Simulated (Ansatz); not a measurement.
# Compressing AlN: a fit and a missing row

AlN, F-43m, a = 4.403 Å. This isn't the usual stable structure of the compound. Ansatz: PBE, PAW, 420 eV, Γ-centred 10×10×10 mesh on 2 atoms, Gaussian smearing 0.02 eV; no spin polarisation. Symmetry fixes shape and atoms, so the cell is only scaled; pressure is positive in compression.

```
V (Å³/atom) P (GPa)
     10.031        ?
     10.351     6.23
     10.671     0.00
     10.991    -5.38
     11.311   -10.01
```

Problem. Take V0 = 10.671 Å³/atom, fit the third-order Birch–Murnaghan form to the other rows, and predict the missing pressure.

Solution. With the Eulerian strain f = ½[(V0/V)^(2/3) − 1] and y = P/[3f(1 + 2f)^(5/2)], the form is the line y = B0 + 1.5 B0 (B0′ − 4) f. Rows (f, y): 0.01025, 192.6; -0.00975, 193.2; -0.01904, 193.1. Means f = -0.006180, y = 192.97; Σ(Δf)² = 0.0004481, ΣΔfΔy = -0.008572; the slope is their ratio. y = 192.8 − 19.13 f GPa, so B0 = 192.8 GPa and B0′ = 4 + 2 × (-19.13)/(3 × 192.8) = 3.93. At V = 10.031, f = 0.02105, y = 192.40 and P = 13.47 GPa. The run gave 13.45 GPa, so the fit is 0.02 GPa too high, a small miss on the scale of the series. The form still works here, 33 % of the fitted range beyond its end.